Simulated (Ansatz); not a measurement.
Given:

CoSb3:
```cif
data_Co4Sb12
_chemical_formula_sum 'Co4 Sb12'
_space_group_name_H-M_alt 'P 1'
_space_group_IT_number 1
_cell_length_a 7.78113
_cell_length_b 7.78113
_cell_length_c 7.78113
_cell_angle_alpha 109.471
_cell_angle_beta 109.471
_cell_angle_gamma 109.471
loop_
_space_group_symop_operation_xyz
  'x, y, z'
loop_
_atom_site_label
_atom_site_type_symbol
_atom_site_fract_x
_atom_site_fract_y
_atom_site_fract_z
_atom_site_occupancy
Co1 Co 0.50000 0.50000 0.50000 1
Co2 Co 0.00000 0.00000 0.50000 1
Co3 Co 0.50000 0.00000 0.00000 1
Co4 Co 0.00000 0.50000 0.00000 1
Sb1 Sb 0.49288 0.15970 0.33317 1
Sb2 Sb 0.82653 0.15970 0.66683 1
Sb3 Sb 0.50712 0.84030 0.66683 1
Sb4 Sb 0.17347 0.84030 0.33317 1
Sb5 Sb 0.33317 0.49288 0.15970 1
Sb6 Sb 0.66683 0.82653 0.15970 1
Sb7 Sb 0.66683 0.50712 0.84030 1
Sb8 Sb 0.33317 0.17347 0.84030 1
Sb9 Sb 0.15970 0.33317 0.49288 1
Sb10 Sb 0.15970 0.66683 0.82653 1
Sb11 Sb 0.84030 0.66683 0.50712 1
Sb12 Sb 0.84030 0.33317 0.17347 1
```

This is the PBEsol-relaxed structure.

Q: All from the program Ansatz at the PBEsol level (PAW), unless another level is named. Predict the electron effective mass, band 1 of 3 at the edge.

A: 0.39 along [100], 0.34 along [110], 0.19 along [111] (mₑ).

Q: Next, the hole effective mass?

A: 0.068 mₑ (isotropic).

Q: What about the electron effective mass, band 3 of 3 at the edge?

A: 0.054 along [100], 0.066 along [110], 0.072 along [111] (mₑ).

Q: Next, the formation energy from the elements (no fitted shifts)?

A: -0.22 eV/atom.

Q: What about the band gap?

A: 0.27 eV (direct).

Space group Im-3. The PBEsol relaxation kept the symmetry of its start. The workflow began spin-polarised and lost its moments. The references are the lowest solids computed at this level, not always the standard phases. Spin–orbit coupling is left out wherever it is not named.

Potentials: the later of the program's two PAW sets.
